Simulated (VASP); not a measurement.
Output of a VASP run:

OUTCAR:
```
 ion  position               nearest neighbor table
   1  0.000  0.000  0.000-
   2  0.500  0.500  0.500-
  LATTYP: Found a simple cubic cell.
 ALAT       =     4.2090081579
 Subroutine PRICEL returns:
 Original cell was already a primitive cell.
 Subroutine GETGRP returns: Found 48 space group operations
The static configuration has the point symmetry O_h .
The dynamic configuration has the point symmetry O_h .
 Subroutine INISYM returns: Found 48 space group operations
 Subroutine IBZKPT returns following result:
 Found     20 irreducible k-points:

 Following reciprocal coordinates:
            Coordinates               Weight
  0.000000  0.000000  0.000000      1.000000
  0.166667  0.000000  0.000000      6.000000
  0.333333  0.000000  0.000000      6.000000
  0.500000  0.000000  0.000000      3.000000
  0.166667  0.166667  0.000000     12.000000
  0.333333  0.166667  0.000000     24.000000
  0.500000  0.166667  0.000000     12.000000
  0.333333  0.333333  0.000000     12.000000
  0.500000  0.333333  0.000000     12.000000
  0.500000  0.500000  0.000000      3.000000
  0.166667  0.166667  0.166667      8.000000
  0.333333  0.166667  0.166667     24.000000
  0.500000  0.166667  0.166667     12.000000
  0.333333  0.333333  0.166667     24.000000
  0.500000  0.333333  0.166667     24.000000
  0.500000  0.500000  0.166667      6.000000
  0.333333  0.333333  0.333333      8.000000
  0.500000  0.333333  0.333333     12.000000
  0.500000  0.500000  0.333333      6.000000
  0.500000  0.500000  0.500000      1.000000
   k-points           NKPTS =     20   k-points in BZ     NKDIM =     20   number of bands    NBANDS=     12
   number of dos      NEDOS =    301   number of ions     NIONS =      2
   total plane-waves  NPLWV =  32768
   dimension x,y,z NGX =    32 NGY =   32 NGZ =   32
   dimension x,y,z NGXF=    64 NGYF=   64 NGZF=   64
   ions per type =               1   1
   PREC   = accura    normal or accurate (medium, high low for compatibility)
   ISTART =      0    job   : 0-new  1-cont  2-samecut
   ICHARG =      2    charge: 1-file 2-atom 10-const
   ISPIN  =      1    spin polarized calculation?
   LNONCOLLINEAR =      F non collinear calculations
   LSORBIT =      F    spin-orbit coupling
   INIWAV =      1    electr: 0-lowe 1-rand  2-diag
   ENCUT  =  500.0 eV  36.75 Ry    6.06 a.u.   7.67  7.67  7.67*2*pi/ulx,y,z
   NELM   =    100;   NELMIN=  2; NELMDL= -5     # of ELM steps
   EDIFF  = 0.1E-05   stopping-criterion for ELM
   LREAL  =      F    real-space projection
   NLSPLINE    = F    spline interpolate recip. space projectors
   LMAXMIX     =    4 max onsite mixed and CHGCAR
   VOSKOWN=      0    Vosko Wilk Nusair interpolation
   EDIFFG = -.2E-01   stopping-criterion for IOM
   NSW    =     40    number of steps for IOM
   NBLOCK =      1;   KBLOCK =     40    inner block; outer block
   IBRION =      2    ionic relax: 0-MD 1-quasi-New 2-CG
   NFREE  =      1    steps in history (QN), initial steepest desc. (CG)
   ISIF   =      3    stress and relaxation
   ISYM   =      2    0-nonsym 1-usesym 2-fastsym
   TEIN   =    0.0    initial temperature
   TEBEG  =    0.0;   TEEND  =   0.0 temperature during run
   SMASS  =  -3.00    Nose mass-parameter (am)
   PSTRESS=    0.0 pullay stress
   NELECT =      16.0000    total number of electrons
   EFERMI =   0.00;   METHOD = LEGACY
   ISMEAR =     0;   SIGMA  =   0.05  broadening in eV -4-tet -1-fermi 0-gaus
   IALGO  =     38    algorithm
   LDIAG  =      T    sub-space diagonalisation (order eigenvalues)
   IMIX   =      4    mixing-type and parameters
     AMIX     =   0.40;   BMIX     =  1.00
     AMIX_MAG =   1.60;   BMIX_MAG =  1.00
     AMIN     =   0.10
   GGA     = PE    functional components
   VOSKOWN =     0    Vosko Wilk Nusair interpolation
   LHFCALC =     F    Hartree Fock is set to
   LHFONE  =     F    Hartree Fock one center treatment
...
```

### OSZICAR
```
       N       E                     dE             d eps       ncg     rms          rms(c)
DAV:   1     0.101315569573E+03    0.10132E+03   -0.67717E+03   480   0.111E+03
DAV:   2     0.628291968580E+00   -0.10069E+03   -0.94626E+02   740   0.187E+02
DAV:   3    -0.689295245748E+01   -0.75212E+01   -0.74850E+01   616   0.590E+01
DAV:   4    -0.697754728861E+01   -0.84595E-01   -0.84572E-01   564   0.745E+00
DAV:   5    -0.697882580688E+01   -0.12785E-02   -0.12783E-02   624   0.908E-01    0.232E+00
DAV:   6    -0.658838273028E+01    0.39044E+00   -0.66363E-01   552   0.453E+00    0.179E+00
DAV:   7    -0.654015265815E+01    0.48230E-01   -0.20779E-01   644   0.250E+00    0.106E+00
DAV:   8    -0.654066324022E+01   -0.51058E-03   -0.16569E-02   572   0.977E-01    0.146E-01
DAV:   9    -0.654116394949E+01   -0.50071E-03   -0.46133E-03   612   0.424E-01    0.125E-01
DAV:  10    -0.654125489436E+01   -0.90945E-04   -0.42146E-04   580   0.158E-01    0.175E-02
DAV:  11    -0.654127151383E+01   -0.16619E-04   -0.40510E-05   624   0.453E-02    0.663E-03
DAV:  12    -0.654127120992E+01    0.30391E-06   -0.11501E-05   572   0.213E-02    0.286E-03
DAV:  13    -0.654127104599E+01    0.16394E-06   -0.39738E-07   392   0.495E-03
   1 F= -.65412710E+01 E0= -.65412710E+01  d E =-.654127E+01
```

### OUTCAR
```
------------------------ aborting loop because EDIFF is reached ----------------------------------------
  FORCE on cell =-STRESS in cart. coord.  units (eV):
  Direction    XX          YY          ZZ          XY          YZ          ZX
  --------------------------------------------------------------------------------------
  Total       -0.0099741     -0.0099741     -0.0099741      0.0000000     -0.0000000     -0.0000000
  in kB       -0.2143113     -0.2143113     -0.2143113      0.0000000     -0.0000000     -0.0000000
  external PRESSURE =      -0.2143113 kB  Pullay stress =       0.0000000 kB
  volume of cell :       74.57
      direct lattice vectors                 reciprocal lattice vectors
     4.209008158  0.000000000  0.000000000     0.237585664  0.000000000  0.000000000
     0.000000000  4.209008158  0.000000000     0.000000000  0.237585664  0.000000000
     0.000000000  0.000000000  4.209008158     0.000000000  0.000000000  0.237585664
 POSITION                                       TOTAL-FORCE (eV/Angst)
 -----------------------------------------------------------------------------------
      0.00000      0.00000      0.00000         0.000000      0.000000      0.000000
      2.10450      2.10450      2.10450         0.000000      0.000000      0.000000
 -----------------------------------------------------------------------------------
    total drift:                                0.000000      0.000000     -0.000000
  FREE ENERGIE OF THE ION-ELECTRON SYSTEM (eV)
  ---------------------------------------------------
  free  energy   TOTEN  =        -6.5412710460 eV

  energy  without entropy=       -6.5412710460  energy(sigma->0) =       -6.54127105

 reached required accuracy - stopping structural energy minimisation
```
(Selected blocks of OUTCAR.)

File POSCAR:
```
CsCl
1
    4.2090081579    -0.0000000000     0.0000000000
    0.0000000000     4.2090081579     0.0000000000
   -0.0000000000     0.0000000000     4.2090081579
Cs Cl
1 1
Direct
  0.0000000000   0.0000000000   0.0000000000
  0.5000000000   0.5000000000   0.5000000000
```

Problem. Reconstruct the remaining input files.

Solution. Several could match; the one computed here: the input of the run itself, PBE GGA, plane waves, VASP's PBE PAW potentials (set 64).

**INCAR**
```
LASPH = .True.   # aspherical one-centre terms
ISMEAR = 0
EDIFFG = -0.02   # ionic stop
ALGO = Normal   # blocked Davidson
GGA = PE   # PBE
ENCUT = 500   # plane-wave cut-off (eV)
IBRION = 2   # conjugate gradients
EDIFF = 1E-6   # SCF stop (eV)
NELM = 100   # most electronic steps
LMAXMIX = 4   # l cut-off of mixed one-centre charges
ISIF = 3   # ions, shape and volume
LREAL = .False.   # projection in real space or not
SIGMA = 0.05
NSW = 40
PREC = Accurate
SYSTEM = CsCl
LWAVE = .False.
LCHARG = .False.
```

File KPOINTS:
```
Automatic mesh
0
Gamma
6 6 6
0 0 0
```

POTCAR, in this order: Cs_sv Cl (PBE.64 set). Program: vasp_std.

The compound is CsCl in the CsCl type structure. It was relaxed first, which changed the volume by +7 %.
